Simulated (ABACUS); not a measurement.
Crystal: Pd.

```
Pd
1.0
     0.00000    1.94650    1.94650
     1.94650    0.00000    1.94650
     1.94650    1.94650    0.00000
Pd
1
Direct
  0.00000 0.00000 0.00000
```

Program: ABACUS 3.10.1. Alike in all runs: task single point; no spin polarisation; cell as given; smearing fermi-dirac 0.05 eV.

Order these runs on this cell by their pressure, lowest first.
A. level SCAN; potentials or basis SG15 ONCV 1.2 PBE, DZP LCAO (the cutoffs set its grid); k mesh 9 × 9 × 9; cutoff (eV) 1361; SCF threshold on the density 1e-07; eigensolver genelpa; orbital files Pd Pd_confined-atom_7au_2s2p2d1f.orb
B. level TASK; potentials or basis SG15 ONCV 1.2 PBE, plane waves; k mesh 8 × 8 × 8; cutoff (eV) 1293; SCF threshold on the density 1e-08; eigensolver dav
C. level BLYP; potentials or basis Ansatz NC PBE, plane waves; k mesh 10 × 10 × 10; cutoff (eV) 1116; SCF threshold on the density 1e-08; eigensolver dav
D. level revTPSS; potentials or basis SG15 ONCV 1.2 PBE, plane waves; k mesh 8 × 8 × 8; cutoff (eV) 1293; SCF threshold on the density 1e-08; eigensolver dav

A (-10.6 GPa), D (-2.5 GPa), C (18.2 GPa), B (505.1 GPa).

Caveats: the potentials were made for another functional, which shifts forces and pressure; a pressure of tens of GPa on the cell as given is suspect, and the run, the potentials or the cell itself is likely at fault (some runs); so large a pressure means that the cell lies far from this level's equilibrium, or that cutoff or potentials fall short (some runs); the atomic orbitals were generated for these runs and aren't a published set (some runs); the basis of atomic orbitals isn't converged, which shifts pressures, moduli and gaps (some runs).
